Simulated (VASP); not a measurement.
The system is Si2Mo.

```
CELL_PARAMETERS angstrom
-1.60000 1.60000 3.93050
1.60000 -1.60000 3.93050
1.60000 1.60000 -3.93050
ATOMIC_POSITIONS crystal
Mo 0.00000 0.00000 0.00000
Si 0.66700 0.66700 0.00000
Si 0.33300 0.33300 0.00000
```

Base run:

```yaml
Program: VASP 6.6.1
Functional: PBE
Potentials_or_basis: VASP PAW PBE potentials, release 64 (Mo_sv_GW, Si_GW)
Cutoff: 550 eV
k_mesh: 12 × 12 × 12
Occupations: gaussian, width 0.1 eV
Spin: no spin polarisation
```

Its results: band gap on the k mesh none (metal or under the smearing width); pressure 1.9 GPa; largest force 0.276 eV/Å.

Problem. The run is repeated on the same cell with these changes: functional from PBE to PBEsol; occupations from gaussian, width 0.1 eV to gaussian, width 0.05 eV. What comes out?

Solution. Band gap on the k mesh none (metal or under the smearing width); pressure -2.9 GPa; largest force 0.322 eV/Å.

Caveats: the PAW data sets were made with another functional, which shifts forces and pressure a little (some runs).

Not every run made on this cell is shown here.
